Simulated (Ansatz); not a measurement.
# LuH2: stress in a strained cell

LuH2 is deformed so: equal xy, yz and zx engineering shear strains of +2 %. What stress and forces result, by LAPW, PAW and all-electron datasets made for the crystal?

Computed with Ansatz 0.2.0 (DFT LDA, scalar-relativistic, unless a step's input says otherwise).

### Step 1. The starting structure

The structure is cubic, space group Fm-3m (No. 225). Conventional cell: a = 5.033 Å, b = 5.033 Å, c = 5.033 Å, α = 90.00°, β = 90.00°, γ = 90.00°. Around Lu (site symmetry m-3m) lie 8 H at 2.18 Å. Around H (site symmetry -43m) lie 4 Lu at 2.18 Å.

Structure file:

```xyz
3
Lattice="0.0000 2.5165 2.5165 2.5165 0.0000 2.5165 2.5165 2.5165 0.0000" Properties=species:S:1:pos:R:3 pbc="T T T"
Lu    0.0000    0.0000    0.0000
H     1.2583    1.2582    1.2583
H     3.7748    3.7747    3.7748
```

Atoms are numbered in the order of the input: Lu1, H2, H3.

### Step 2. The deformed structure

Space group Fm-3m before, R-3m after.

### Step 3. All-electron LAPW

Input file input.yaml:

```yaml
crystal:
  lattice:
    - [0.05033, 2.541665, 2.541665]
    - [2.541665, 0.05033, 2.541665]
    - [2.541665, 2.541665, 0.05033]
  atoms:
    - { symbol: Lu, position: [0.0, 0.0, 0.0] }
    - { symbol: H, position: [0.25, 0.25, 0.25] }
    - { symbol: H, position: [0.75, 0.75, 0.75] }
kpoints:
  mp_grid: { grid: [8, 8, 8] }
  band_path:
    path:
      - [0.0, 0.0, 0.0]
      - [0.5, 0.5, 0.5]
      - [0.2451701269, 0.5, 0.7548298731]
      - [-0.2451701269, 0.2451701269, 0.5]
      - [0.0, 0.0, 0.5]
      - [0.0, 0.0, 0.0]
      - [-0.3725850634, 0.0, 0.3725850634]
      - [0.0, 0.3725850634, 0.6274149366]
      - [0.0, 0.5, 0.5]
    npoints: 5
scf:
  occupations: { method: fermi_dirac, width: 0.02 }
hamiltonian:
  xc: lda
  pseudopotentials: { kind: all_electron, lapw: { basis_error: 0.001 } }
output:
  forces: true
  stress: true
  eigenvalues: true
```

Launch:

```bash
> ansatz run input.yaml --threads 1 --pin off --max-ram 4096MiB --backend cpu --events-out ev --progress --plain --runs-dir out
```

### Step 4. PAW on the default files

Input file input.yaml:

```yaml
crystal:
  lattice:
    - [0.05033, 2.541665, 2.541665]
    - [2.541665, 0.05033, 2.541665]
    - [2.541665, 2.541665, 0.05033]
  atoms:
    - { symbol: Lu, position: [0.0, 0.0, 0.0] }
    - { symbol: H, position: [0.25, 0.25, 0.25] }
    - { symbol: H, position: [0.75, 0.75, 0.75] }
kpoints:
  mp_grid: { grid: [8, 8, 8] }
scf:
  occupations: { method: fermi_dirac, width: 0.02 }
hamiltonian:
  xc: lda
  pseudopotentials: { kind: paw }
output:
  forces: true
  stress: true
  eigenvalues: true
  efg: { contact_densities: true }
```

### Step 5. Datasets made for this crystal

input.yaml: that of step 4 with these lines changed.

```diff
@@ -15,3 +15,3 @@
   xc: lda
-  pseudopotentials: { kind: paw }
+  pseudopotentials: { kind: all_electron, datasets: crystal }
 output:
```

(Steps that only read results are left out.)

Q: Predict the outcome of this session. Wanted: pressure; largest shear or deviatoric stress.

**Answer**, as computed:

| quantity | value |
| --- | --- |
| pressure | LAPW -6.60, PAW -6.59, crystal datasets -6.60 GPa |
| largest shear or deviatoric stress (LAPW) | 1.69 GPa |

In words: The largest part of the stress beyond the pressure is 1.69 GPa in size; the atoms are carried along and not relaxed. No run of the undeformed cell stands beside it, so pressure and stress hold what the given cell had before the change, as far as its symmetry allows. PAW: stress within 0.02 GPa of LAPW, forces within 1 meV/Å. Crystal datasets: stress within 0.01 GPa of LAPW, forces within 1 meV/Å. Spin-orbit coupling is left out, though the cell holds Lu; in elements this heavy it can shift bands and gaps by tenths of an eV.
